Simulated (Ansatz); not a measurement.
AgCl (Chlorargyrite):

```
CELL_PARAMETERS angstrom
0.00000 2.73500 2.73500
2.73500 0.00000 2.73500
2.73500 2.73500 0.00000
ATOMIC_POSITIONS crystal
Ag 0.00000 0.00000 0.00000
Cl 0.50000 0.50000 0.50000
```

Base run:

| Item | Value |
| --- | --- |
| Program | Ansatz 0.2.0 |
| Functional | HSE06 |
| Potentials or basis | all-electron PAW datasets made for the crystal |
| Cutoff | 290 eV |
| Density cutoff | 1160 eV |
| k mesh | 6 × 6 × 6 |
| Occupations | fermi-dirac, width 0.05 eV |
| Spin | no spin polarisation |

Its results: band gap on the k mesh 2.40 eV, indirect (least direct gap 4.82 eV).

Question: After a change of settings the same cell gave: band gap on the k mesh 0.91 eV, indirect (least direct gap 3.40 eV). Which change was it?
A. functional from HSE06 to PBEsol; cutoff from 290 eV to 260 eV; density cutoff from 1160 eV to 1040 eV
B. functional from HSE06 to PBE; cutoff from 290 eV to 260 eV; density cutoff from 1160 eV to 1040 eV
C. functional from HSE06 to PBE0
D. functional from HSE06 to PBEsol; potentials or basis from all-electron PAW datasets made for the crystal to all-electron LAPW, scalar-relativistic; cutoff from 290 eV to 217 eV; density cutoff from 1160 eV to 868 eV

Answer: B.

HSE06 gives the wider gap, since exact exchange removes part of the self-interaction.

Not every run made on this cell is shown here.
